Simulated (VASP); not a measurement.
# Ge15Se17 (a cell with a defect) in VASP: settings compared

One crystal, Ge15Se17 (a cell with a defect), is run at these levels: PBE, HSE06; tasks: relaxation of the atoms, single point.

Everything below comes from runs of VASP 6.6.1. Logs are shortened: lines on timing, memory, paths and dates and some standing lists are left out, and cuts for length are marked.

## Step 1: Starting point

The cell holds a defect, 32 atoms: a = 8.988 Å, b = 8.988 Å, c = 11.185 Å, α = 90.00°, β = 90.00°, γ = 119.58°.

## Step 2: Relaxation of the atoms, PBE

INCAR reads:

```
SYSTEM = Ge15Se17
ALGO     = Normal         ! electronic algorithm
EDIFF    = 1E-6           ! SCF threshold, eV
EDIFFG   = -0.025         ! ionic threshold
ENCUT    = 450            ! plane-wave cutoff, eV
GGA      = PE             ! functional
IBRION   = 2              ! ionic algorithm
ICORELEVEL= 1            
ISIF     = 2              ! what is computed and relaxed
ISMEAR   = 0              ! smearing method
ISYM     = 0            
LASPH    = .True.         ! aspherical terms in the spheres
LCHARG   = .False.        ! write CHGCAR
LREAL    = Auto         
LUSENCCL = .False.      
LWAVE    = .False.        ! write WAVECAR
NELECT   = 314.0        
NELM     = 80             ! most SCF steps
NSW      = 70             ! ionic steps
PREC     = Normal         ! precision mode
SIGMA    = 0.01           ! smearing width, eV
```

KPOINTS reads:

```
k-points
0
Monkhorst
  2 2 2
  0 0 0
```

POSCAR reads:

```
Ge15Se17
1.0
    0.0000000000      7.7675420000     -4.5225270000
    0.0000000000     -7.7675420000     -4.5225270000
  -11.1847690000      0.0000000000      0.0000000000
Se Ge
17 15
Direct
    0.0072454900      0.1318707100      0.8642304400
    0.1879655000      0.3129655000      0.1471840000
    0.4379655000      0.0629655000      0.1471840000
    0.9379655000      0.5629655000      0.1471840000
    0.6879655000      0.8129655000      0.1471840000
    0.4370345000      0.5620345000      0.6471840000
    0.6870345000      0.3120345000      0.6471840000
    0.1870345000      0.8120345000      0.6471840000
    0.9437310500      0.0639357400      0.6510496900
    0.8129655000      0.1879655000      0.3528160000
    0.0629655000      0.9379655000      0.3528160000
    0.5629655000      0.4379655000      0.3528160000
    0.3129655000      0.6879655000      0.3528160000
    0.0657361700      0.4445371800      0.8555738400
    0.3099308100      0.1909042300      0.8541343600
    0.8120345000      0.6870345000      0.8528160000
    0.5620345000      0.9370345000      0.8528160000
    0.2463625000      0.8713625000      0.8734900000
    0.7463625000      0.3713625000      0.8734900000
    0.4963625000      0.6213625000      0.8734900000
    0.1286375000      0.2536375000      0.3734900000
    0.3786375000      0.0036375000      0.3734900000
    0.8786375000      0.5036375000      0.3734900000
    0.6286375000      0.7536375000      0.3734900000
    0.1213625000      0.4963625000      0.6265100000
    0.3713625000      0.2463625000      0.6265100000
    0.8713625000      0.7463625000      0.6265100000
    0.6213625000      0.9963625000      0.6265100000
    0.2536375000      0.6286375000      0.1265100000
    0.5036375000      0.3786375000      0.1265100000
    0.0036375000      0.8786375000      0.1265100000
    0.7536375000      0.1286375000      0.1265100000
```

Potentials or basis: VASP PAW PBE potentials, release 64 (Se, Ge_d).

Launch:

```sh
$ cat potpaw_PBE.64/Se/POTCAR potpaw_PBE.64/Ge_d/POTCAR > POTCAR
$ mpirun -np 1 vasp_std > vasp.out
```

OUTCAR:

```text
SYSTEM = Ge15Se17
   EDIFF = 1E-6
   EDIFFG = -0.025
   ENCUT = 450
   GGA = PE
   IBRION = 2
   ISIF = 2
   ISMEAR = 0
   ISYM = 0
   LASPH = .True.
   LREAL = Auto
   NELECT = 314.0
   NELM = 80
   NSW = 70
   PREC = Normal

 ion  position               nearest neighbor table
   1  0.007  0.132  0.864-   9 2.46  15 2.50  14 2.59
   2  0.188  0.313  0.147-  21 2.59  29 2.61  30 2.61
   3  0.438  0.063  0.147-  22 2.59  32 2.61  30 2.61
   4  0.938  0.563  0.147-  23 2.59  31 2.61  29 2.61
   5  0.688  0.813  0.147-  24 2.59  31 2.61  32 2.61
   6  0.437  0.562  0.647-  20 2.59  25 2.61  26 2.61
[... 24 lines left out ...]
  31  0.004  0.879  0.127-  11 2.59   4 2.61   5 2.61
  32  0.754  0.129  0.127-  10 2.59   3 2.61   5 2.61

IMPORTANT INFORMATION: All symmetrisations will be switched off!
NOSYMM: (Re-)initialisation of all symmetry stuff for point group C_1.

----------------------------------------------------------------------------------------

                                     Primitive cell

  volume of cell :     785.8177

  direct lattice vectors                    reciprocal lattice vectors
     0.000000000  7.767542000 -4.522527000     0.000000000  0.064370428 -0.110557659
     0.000000000 -7.767542000 -4.522527000    -0.000000000 -0.064370428 -0.110557659
   -11.184769000  0.000000000  0.000000000    -0.089407300  0.000000000 -0.000000000

  length of vectors
     8.988212235  8.988212235 11.184769000     0.127931810  0.127931810  0.089407300

  position of ions in fractional coordinates (direct lattice)
     0.007245490  0.131870710  0.864230440
     0.187965500  0.312965500  0.147184000
     0.437965500  0.062965500  0.147184000
     0.937965500  0.562965500  0.147184000
     0.687965500  0.812965500  0.147184000
     0.437034500  0.562034500  0.647184000
[... 24 lines left out ...]
     0.003637500  0.878637500  0.126510000
     0.753637500  0.128637500  0.126510000

  ion indices of the primitive-cell ions
   primitive index   ion index
                 1           1
                 2           2
                 3           3
                 4           4
                 5           5
                 6           6
[... 24 lines left out ...]
                31          31
                32          32

----------------------------------------------------------------------------------------

[... 92 lines left out ...]
  ---------------------------------------------------
  ext. energy  EPLUGINS =         0.00000000
  ---------------------------------------------------
  free energy    TOTEN  =      -122.92346142 eV

  energy without entropy =     -122.92178569  energy(sigma->0) =     -122.92262356

------------------------ aborting loop because EDIFF is reached ----------------------------------------

  FORCE on cell =-STRESS in cart. coord.  units (eV):
  Direction    XX          YY          ZZ          XY          YZ          ZX
  --------------------------------------------------------------------------------------
  -------------------------------------------------------------------------------------
  Total       22.2392068     20.5552877     21.5323323     -0.3787054      1.9773110      1.3372204
  in kB       45.3427737     41.9094873     43.9015509     -0.7721297      4.0314731      2.7264139
  external PRESSURE =      43.7179373 kB  Pullay stress =       0.0000000 kB
[... 179 lines left out ...]
  FREE ENERGIE OF THE ION-ELECTRON SYSTEM (eV)
  ---------------------------------------------------
  free  energy   TOTEN  =      -123.9509290096 eV

  energy  without entropy=     -123.9509023009  energy(sigma->0) =     -123.95091566

[... ionic steps 4 to 53 ...]

--------------------------------------- Ionic step       54  -------------------------------------------

 number of electron     313.9999805 magnetization

------------------------ aborting loop because EDIFF is reached ----------------------------------------
[... 127 lines left out ...]
--------------------------------------- Ionic step       56  -------------------------------------------

 number of electron     313.9999814 magnetization

 Free energy of the ion-electron system (eV)
  ---------------------------------------------------
  ext. energy  EPLUGINS =         0.00000000
  ---------------------------------------------------
  free energy    TOTEN  =      -124.99869852 eV

  energy without entropy =     -124.99869852  energy(sigma->0) =     -124.99869852

 the core state eigenenergies are
   1-  1s -12493.6764  2s  -1597.1837  2p  -1403.5335  3s   -203.8762  3p   -143.3481
       3d    -43.5340
   2-  1s -12493.5396  2s  -1597.0587  2p  -1403.4069  3s   -203.7475  3p   -143.2190
       3d    -43.4057
   3-  1s -12493.8551  2s  -1597.3688  2p  -1403.7178  3s   -204.0514  3p   -143.5226
       3d    -43.7085
   4-  1s -12493.7206  2s  -1597.2363  2p  -1403.5849  3s   -203.9225  3p   -143.3939
       3d    -43.5802
   5-  1s -12493.8400  2s  -1597.3554  2p  -1403.7041  3s   -204.0416  3p   -143.5129
       3d    -43.6992
   6-  1s -12493.8236  2s  -1597.3430  2p  -1403.6911  3s   -204.0394  3p   -143.5111
       3d    -43.6983
   7-  1s -12493.8898  2s  -1597.4031  2p  -1403.7520  3s   -204.0855  3p   -143.5567
       3d    -43.7426
   8-  1s -12493.9527  2s  -1597.4676  2p  -1403.8162  3s   -204.1596  3p   -143.6311
       3d    -43.8175
   9-  1s -12493.6571  2s  -1597.1751  2p  -1403.5234  3s   -203.8684  3p   -143.3400
[... 43 lines left out ...]
  31-  1s -10951.2398  2s  -1362.9768  2p  -1189.8503  3s   -159.9072  3p   -107.0402

  32-  1s -10951.3971  2s  -1363.1280  2p  -1190.0021  3s   -160.0519  3p   -107.1844

 E-fermi :   3.8753     XC(G=0):  -9.6323

 val. band max:        3.7737313646   @ k =   0.2500   0.2500   0.2500
 cond. band min:       4.6920411930   @ k =  -0.2500   0.2500   0.2500
 fundamental gap:      0.9183098285
 Fermi energy:         3.8753362563

 k-point     1 :       0.2500    0.2500    0.2500
  band No.  band energies     occupation
      1     -20.9959      2.00000
      2     -20.9889      2.00000
      3     -20.9659      2.00000
      4     -20.9578      2.00000
      5     -20.9478      2.00000
      6     -20.9383      2.00000
[... 677 lines left out ...]
    168       5.9091      0.00000
    169       6.1357      0.00000
 [bands above 169 left out]

------------------------ aborting loop because EDIFF is reached ----------------------------------------

  FORCE on cell =-STRESS in cart. coord.  units (eV):
  Direction    XX          YY          ZZ          XY          YZ          ZX
  --------------------------------------------------------------------------------------
  -------------------------------------------------------------------------------------
  Total       21.0591718     16.2270745     17.1371735     -1.1019429      2.5655893      3.4474054
  in kB       42.9368398     33.0848385     34.9404089     -2.2467145      5.2308940      7.0287994
  external PRESSURE =      36.9873624 kB  Pullay stress =       0.0000000 kB
[... 47 lines left out ...]
  FREE ENERGIE OF THE ION-ELECTRON SYSTEM (eV)
  ---------------------------------------------------
  free  energy   TOTEN  =      -124.9986985152 eV

  energy  without entropy=     -124.9986985152  energy(sigma->0) =     -124.99869852

 reached required accuracy - stopping structural energy minimisation
```

CONTCAR:

```text
Ge15Se17
    1.000000000000000
     0.0000000000000000    7.7675419999999997   -4.5225270000000002
     0.0000000000000000   -7.7675419999999997   -4.5225270000000002
   -11.1847689999999993    0.0000000000000000    0.0000000000000000
  Se              Ge
    17    15
Direct
     0.0252378839297880    0.0627240772824023    0.9130436374660983
     0.2000465179489122    0.3207632901075750    0.1765285513448155
     0.4511828006501461    0.0837542075994256    0.1492605797441042
     0.9446480019477359    0.5584714443710829    0.1391926257988503
     0.7174363937199478    0.8424289014222617    0.1327314952367329
     0.4160117288642596    0.5490042652759591    0.6394222541055754
[... 24 lines left out ...]
     0.0360067667996640    0.9215235295827422    0.1109116997933590
     0.7786494761156545    0.1639820639020760    0.1252965177844336

  0.00000000E+00  0.00000000E+00  0.00000000E+00
  0.00000000E+00  0.00000000E+00  0.00000000E+00
  0.00000000E+00  0.00000000E+00  0.00000000E+00
  0.00000000E+00  0.00000000E+00  0.00000000E+00
  0.00000000E+00  0.00000000E+00  0.00000000E+00
  0.00000000E+00  0.00000000E+00  0.00000000E+00
[... 24 lines left out ...]
  0.00000000E+00  0.00000000E+00  0.00000000E+00
  0.00000000E+00  0.00000000E+00  0.00000000E+00
```

Wall time 2 h (1 × NVIDIA H100 80GB with 1 thread of AMD EPYC 7R13 (Zen 3), shared host); peak memory 1.5 GiB.

What came out:

```yaml
Free_energy: -124.9987 eV
Energy_gained_by_relaxing: 64.9 meV/atom
Ionic_steps: 56
Largest_force_after_relaxing: 0.021 eV/Å
```

Forces in eV/Å, atoms in the order of the input:
```
Se   0.005  0.014  0.002
Se  -0.008  0.001  0.009
Se   0.001 -0.004  0.002
Se   0.002 -0.003 -0.001
Se   0.000  0.000 -0.005
Se   0.006  0.002  0.003
Se   0.009  0.002  0.001
Se   0.003 -0.006  0.002
Se  -0.001 -0.002  0.002
Se  -0.009  0.003  0.003
Se  -0.009  0.000  0.011
Se  -0.007 -0.007 -0.001
Se   0.003  0.002 -0.006
Se   0.005 -0.003  0.008
Se   0.007 -0.002 -0.004
Se   0.001 -0.009 -0.017
Se   0.013  0.015  0.001
Ge  -0.004 -0.003 -0.005
Ge  -0.008  0.005  0.011
Ge  -0.002  0.004  0.001
Ge   0.004 -0.002 -0.007
Ge  -0.003  0.006  0.004
Ge   0.002 -0.003  0.009
Ge   0.009  0.002  0.002
Ge  -0.009 -0.005 -0.006
Ge  -0.006  0.008 -0.011
Ge   0.007 -0.001 -0.003
Ge  -0.004 -0.004 -0.006
Ge  -0.001 -0.001  0.009
Ge   0.009 -0.001  0.000
Ge  -0.016 -0.009 -0.011
Ge   0.000  0.001  0.001
```

Step by step:
```csv
step,energy change (eV),largest force (eV/Å),pressure (GPa)
1,0.0000,1.9121,4.37
3,-1.0275,0.9147,2.64
5,-1.2055,0.9436,2.76
7,-1.5038,0.9285,3.64
9,-1.7194,0.5208,3.81
11,-1.8296,0.2280,3.45
13,-1.8747,0.3265,3.47
15,-1.9255,0.1662,3.61
17,-1.9520,0.1628,3.55
19,-1.9749,0.1032,3.55
21,-1.9918,0.0739,3.64
23,-2.0059,0.0823,3.59
25,-2.0146,0.1208,3.55
27,-2.0253,0.0885,3.62
29,-2.0343,0.1232,3.66
31,-2.0403,0.0628,3.65
33,-2.0468,0.0931,3.68
35,-2.0528,0.0647,3.69
37,-2.0579,0.0811,3.68
39,-2.0633,0.0668,3.69
41,-2.0664,0.0457,3.69
43,-2.0688,0.0813,3.69
45,-2.0712,0.0449,3.72
47,-2.0721,0.0280,3.71
49,-2.0733,0.0393,3.70
51,-2.0737,0.0419,3.70
53,-2.0746,0.0376,3.71
55,-2.0747,0.0525,3.71
56,-2.0752,0.0215,3.70
```

Final structure:
```xyz
32
Lattice="0.0000 7.7675 -4.5225 0.0000 -7.7675 -4.5225 -11.1848 0.0000 0.0000" Properties=species:S:1:pos:R:3 pbc="T T T"
Se  -10.2122   -0.2912   -0.3978
Se   -1.9744   -0.9377   -2.3554
Se   -1.6694    2.8540   -2.4193
Se   -1.5568    2.9996   -6.7979
Se   -1.4846   -0.9709   -7.0545
Se   -7.1518   -1.0330   -4.3643
Se   -7.2443    2.8719   -4.2776
Se   -7.1937   -4.9696   -4.6053
Se   -7.1048    6.6375   -4.4795
Se   -3.9935    4.7684   -4.4755
Se   -4.1541   -6.7536   -4.4484
Se   -3.9262    0.9631   -4.7704
Se   -3.8784   -2.9097   -4.7320
Se   -9.4991   -3.1058   -2.4535
Se   -9.6896    1.0684   -2.2971
Se   -9.3168    0.9323   -6.5182
Se   -9.4651   -2.8321   -6.5846
Ge   -9.7613   -4.6700   -4.7537
Ge   -9.7437    2.9329   -5.0713
Ge   -9.6855   -0.9252   -4.8136
Ge   -4.7921   -1.0039   -1.4009
Ge   -4.2085    2.8971   -1.8225
Ge   -4.0792    2.9192   -6.4176
Ge   -4.0043   -0.9435   -6.5551
Ge   -6.9890   -3.0390   -2.7685
Ge   -7.1219    0.8938   -2.5514
Ge   -6.6616    0.8629   -7.4550
Ge   -6.9233   -2.9491   -7.1352
Ge   -1.3855   -2.8367   -3.9558
Ge   -1.4291    0.8704   -4.0673
Ge   -1.2405   -6.8783   -4.3305
Ge   -1.4014    4.7745   -4.2631
```

Levels at points of the mesh, in eV from the valence-band top:
```csv
k point,band 153,band 154,band 155,band 156,band 157,band 158,band 159,band 160,band 161,band 162
"(0.25, 0.25, 0.25)",-0.78,-0.67,-0.46,-0.11,0.00,1.02,1.16,1.35,1.53,1.63
```

Core levels (eV, on the scale of the bands):
| atom | levels |
| --- | --- |
| 1 Se | 1s -12493.7, 2s -1597.2, 2p -1403.5, 3s -203.9, 3p -143.3, 3d -43.5 |
| 2 Se | 1s -12493.5, 2s -1597.1, 2p -1403.4, 3s -203.7, 3p -143.2, 3d -43.4 |
| 3 Se | 1s -12493.9, 2s -1597.4, 2p -1403.7, 3s -204.1, 3p -143.5, 3d -43.7 |
| 4 Se | 1s -12493.7, 2s -1597.2, 2p -1403.6, 3s -203.9, 3p -143.4, 3d -43.6 |
| 5 Se | 1s -12493.8, 2s -1597.4, 2p -1403.7, 3s -204.0, 3p -143.5, 3d -43.7 |
| 6 Se | 1s -12493.8, 2s -1597.3, 2p -1403.7, 3s -204.0, 3p -143.5, 3d -43.7 |

Caveat: the cell is charged against a uniform background, so pressure and absolute levels hang on convention.

[end of part 1 of 2]
